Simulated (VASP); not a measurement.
## PbO (strained rocksalt), PBE single-point calculation: Ansatz's output and VASP's

```
Pb O
1.0
     0.00000    2.45378    2.74342
     2.45378    0.00000    2.74342
     2.45378    2.45378    0.00000
Pb O
1 1
Direct
  0.00000 0.00000 0.00000
  0.50000 0.50000 0.50000
```

Ansatz printed

```
SCF 1 converged in 6 iterations: F = -12472.957509 eV  dr2 = 5.48e-10
  greatest PAW one-centre occupation: 0.985 electrons in one spin orbital (limit 2), on the Pb atom at site 0 (counted from 0), in its partial waves of l = 2
NSCF: frozen V_eff on 9 k-points
SCF converged after 6 iterations
Free energy (F): -12472.957509 eV
Harris-Foulkes:  -12472.957509 eV  (|F-HF|=6.73e-11)
Internal energy: -12472.957509 eV  (E = F + TS)
E sigma→0 (E₀):  -12472.957509 eV
Entropy (-TS):   -0.000000 eV (-0.000 meV/atom)
Fermi energy:    12.151661 eV
--- Per-component energies (eV) ---
  E_band       = 1.714300
  E_kinetic    = 464.134027
  E_local      = -1177.557951  (includes V_loc(G=0)·N_el)
  E_nonlocal   = 398.669183
  E_hartree    = 455.535097
  E_xc         = -296.513141
  E_vxc        = -228.960913  (∫ρ·V_xc dr)
  E_paw        = -10560.777951  (= ΣΔE_a)
  E_vpaw       = -365.643193  (= ΣTr[D̂ρ^β])
  E_aug_tail   = 0.002397  (compensation charges beyond the density's cutoff)
  E_ewald      = -1756.449170
  E_smearing   = -0.000000  (= −TS)
  E_closure    = 0.000000  (closes the sum)
  Σ components = -12472.957509   (vs F -12472.957509, Δ=0.00e0)
--- Forces (eV/Å), atoms counted from 1 ---
  atom   1  Pb    -0.00000000     0.00000000    -0.00000000
  atom   2  O      0.00000000     0.00000000     0.00000000
  max |Σ_I F_I| component: 1.89e-29 eV/Å
--- Stress (GPa, compression-positive) ---
       18.891583       0.000000       0.000000
        0.000000      18.891583       0.000000
        0.000000       0.000000       2.525287
  P = ⅓ Tr σ = 13.4362 GPa (134.362 kbar)
--- Band table (eV; the first three rows and the last of 59) ---
  k-point 0: bands = ["-6.7986", "-4.8446", "-4.7837", "-4.7837", "-4.6799", "-4.5729", "4.2697", "8.5974", "8.5974", "9.1576", "19.0687", "21.5585", "21.5585", "21.9928"]
  k-point 1: bands = ["-6.6892", "-4.8259", "-4.7883", "-4.7694", "-4.6814", "-4.5944", "3.9676", "8.7094", "8.8914", "9.2801", "17.7167", "19.6812", "20.7034", "21.5593"]
  k-point 2: bands = ["-6.4054", "-4.8170", "-4.8059", "-4.7483", "-4.6503", "-4.6319", "3.3709", "8.9961", "9.1076", "9.9782", "15.2672", "17.8892", "19.2788", "21.4208"]
  k-point 58: bands = ["-6.7922", "-4.9327", "-4.5905", "-4.5905", "-4.5141", "-3.7748", "5.6847", "5.7591", "7.8579", "7.8579", "15.1281", "18.9979", "19.0937", "19.0937"]
```

The two codes use different PAW datasets and cutoffs. VASP's cell holds 20 valence electrons and Ansatz's 20. Ansatz's stress includes a Pulay correction; VASP's doesn't.

Task: What does VASP give for the same cell and level of theory?

Result: gap between bands v and c -0.17 eV (bands overlap: a metal); least direct gap 0.00 eV; pressure 13.4 GPa.

From OUTCAR

```
k-points           NKPTS =     59   k-points in BZ     NKDIM =     59   number of bands    NBANDS=     17

   NELECT =      20.0000    total number of electrons

   dimension x,y,z NGX =    28 NGY =   28 NGZ =   28
   dimension x,y,z NGXF=    56 NGYF=   56 NGZF=   56

  energy-cutoff  :      520.00
  volume of cell :       33.04
      direct lattice vectors                 reciprocal lattice vectors
     0.000000000  2.453775571  2.743418564    -0.203767617  0.203767617  0.182254362
     2.453775571  0.000000000  2.743418564     0.203767617 -0.203767617  0.182254362
     2.453775571  2.453775571  0.000000000     0.203767617  0.203767617 -0.182254362

 k-points in reciprocal lattice and weights: KPOINTS created by Atomic Simulation Env
   0.00000000  0.00000000  0.00000000       0.002
   0.12500000  0.00000000  0.00000000       0.016
   0.25000000  0.00000000  0.00000000       0.016
   0.37500000  0.00000000  0.00000000       0.016
   0.50000000  0.00000000  0.00000000       0.008
   0.12500000  0.12500000  0.00000000       0.004
   0.25000000  0.12500000  0.00000000       0.016
   0.37500000  0.12500000  0.00000000       0.016
   ...

 E-fermi :   8.0420

 k-point     1 :       0.0000    0.0000    0.0000
  band No.  band energies     occupation
      1     -10.9064      2.00000
      2      -8.9442      2.00000
      3      -8.8891      2.00000
      4      -8.8891      2.00000
      5      -8.7864      2.00000
      6      -8.6703      2.00000
      7       0.1527      2.00000
      8       4.4941      2.00000
      9       4.4941      2.00000
     10       5.0529      2.00000
     11      14.9555      0.00000
     12      17.4472      0.00000
     13      17.4472      0.00000
     14      17.8961      0.00000
     15      19.1091      0.00000
     16      19.4224      0.00000
     17      19.4224      0.00000

 k-point     2 :       0.1250    0.0000    0.0000
  band No.  band energies     occupation
      1     -10.7968      2.00000
      2      -8.9256      2.00000
      3      -8.8935      2.00000
      4      -8.8747      2.00000
      5      -8.7877      2.00000
      6      -8.6917      2.00000
      7      -0.1488      2.00000
      8       4.6061      2.00000
      9       4.7874      2.00000
     10       5.1745      2.00000
     11      13.6031      0.00000
     12      15.5696      0.00000
     13      16.5910      0.00000
     14      17.4553      0.00000
     15      19.8871      0.00000
     16      19.9751      0.00000
     17      21.0034      0.00000

 k-point     3 :       0.2500    0.0000    0.0000
  band No.  band energies     occupation
      1     -10.5129      2.00000
      2      -8.9224      2.00000
      3      -8.9069      2.00000
      4      -8.8525      2.00000
      5      -8.7549      2.00000
      6      -8.7300      2.00000
      7      -0.7451      2.00000
      8       4.8927      2.00000
      9       5.0029      2.00000
     10       5.8720      2.00000
     11      11.1535      0.00000
     12      13.7766      0.00000
     13      15.1650      0.00000
     14      17.3141      0.00000
     15      20.9697      0.00000
     16      21.0082      0.00000
     17      22.5127      0.00000

 k-point     4 :       0.3750    0.0000    0.0000
  band No.  band energies     occupation
      1     -10.1887      2.00000
      2      -8.9661      2.00000
      3      -8.9290      2.00000
      4      -8.8677      2.00000
      5      -8.7294      2.00000
      6      -8.6897      2.00000
      7      -1.2319      2.00000
      8       5.0813      2.00000
      9       5.2086      2.00000
     10       6.7473      2.00000
     11       9.2117      0.00000
     12      12.5489      0.00000
     13      14.0341      0.00000
     14      17.6241      0.00000
     15      22.2097      0.00000
     16      22.2516      0.00000
     17      22.5506      0.00000

 k-point     5 :       0.5000    0.0000    0.0000
  band No.  band energies     occupation
      1     -10.0347      2.00000
      2      -8.9931      2.00000
      3      -8.9473      2.00000
      4      -8.8841      2.00000
      5      -8.7187      2.00000
      6      -8.6590      2.00000
      7      -1.4124      2.00000
      8       5.1103      2.00000
      9       5.3507      2.00000
     10       7.3136      2.00000
     11       8.2972      0.00001
     12      12.0950      0.00000
     13      13.6045      0.00000
     14      17.9119      0.00000
     15      22.0034      0.00000
     16      23.0346      0.00000
     17      23.6794      0.00000

 ...

  Total        3.9002496      3.9002496      0.4965846      0.0000000     -0.0000000     -0.0000000
  in kB      189.1521326    189.1521326     24.0830823      0.0000000     -0.0000000     -0.0000000
  external PRESSURE =     134.1291158 kB  Pullay stress =       0.0000000 kB

 POSITION                                       TOTAL-FORCE (eV/Angst)
 -----------------------------------------------------------------------------------
      0.00000      0.00000      0.00000        -0.000000     -0.000000      0.000000
      2.45378      2.45378      2.74342         0.000000      0.000000     -0.000000
 -----------------------------------------------------------------------------------
    total drift:                                0.000000      0.000000      0.000000

  FREE ENERGIE OF THE ION-ELECTRON SYSTEM (eV)
  ---------------------------------------------------
  free  energy   TOTEN  =       -10.1473304616 eV

  energy  without entropy=      -10.1473304363  energy(sigma->0) =      -10.14733045
```
